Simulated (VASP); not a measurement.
A run of VASP 6.6.1 is set up as follows.

INCAR

```
PREC = Accurate ; ENCUT = 600
EDIFF = 1E-7 ; ISMEAR = 0
SIGMA = 0.03 ; LREAL = F
LASPH = T ; NELM = 80
ALGO = Normal ; ISIF = 3
LWAVE = F ; LCHARG = F
GGA = PE ; IBRION = 2
NSW = 90 ; EDIFFG = -0.005
LATTICE_CONSTRAINTS = .TRUE. .TRUE. .FALSE. ; KPAR = 2
```

File KPOINTS:

```
regular mesh
0
Gamma
  15 15 1
```

The input POSCAR:

```
C                                       
1.0
    2.4667865002      0.0000000000      0.0000000000
   -1.2333932501      2.1362997752      0.0000000000
    0.0000000000      0.0000000000     25.8030730000
  C             
     6
Direct
     0.0000000000000000    0.0000000000000000    0.3487930808907482
     0.6666666699999979    0.3333333400000029    0.3487901865596174
     0.0000000000000000    0.0000000000000000    0.5000000000000000
     0.3333333300000021    0.6666666599999971    0.5000000000000000
     0.0000000000000000    0.0000000000000000    0.6512069191092518
     0.6666666699999979    0.3333333400000029    0.6512098134403825
```

Potentials or basis: VASP PAW PBE potentials, release 64 (C).

Command:

```console
$ cat potpaw_PBE.64/C/POTCAR > POTCAR
$ mpirun -np 2 vasp_std > vasp.out
```

**Question.** What does it give for the space group after relaxing (to 0.05 Å)?

**Answer.** P-6m2 (No. 187).

**Question.** What does it give for the relaxed volume?

**Answer.** 22.67 Å³/atom.

**Question.** What does it give for the relaxed cell?

**Answer.** a = 2.467 Å, b = 2.467 Å, c = 25.803 Å, α = 90.00°, β = 90.00°, γ = 120.00°.

**Question.** Estimate the band gap on the k mesh.

**Answer.** None (metal or under the smearing width).

Final structure:
```xyz
6
Lattice="2.4669 0.0000 0.0000 -1.2335 2.1364 0.0000 0.0000 0.0000 25.8031" Properties=species:S:1:pos:R:3 pbc="T T T"
C     0.0000    0.0000    8.6654
C     1.2335    0.7121    8.6651
C     0.0000    0.0000   12.9015
C     0.0000    1.4243   12.9015
C     0.0000    0.0000   17.1377
C     1.2335    0.7121   17.1380
```
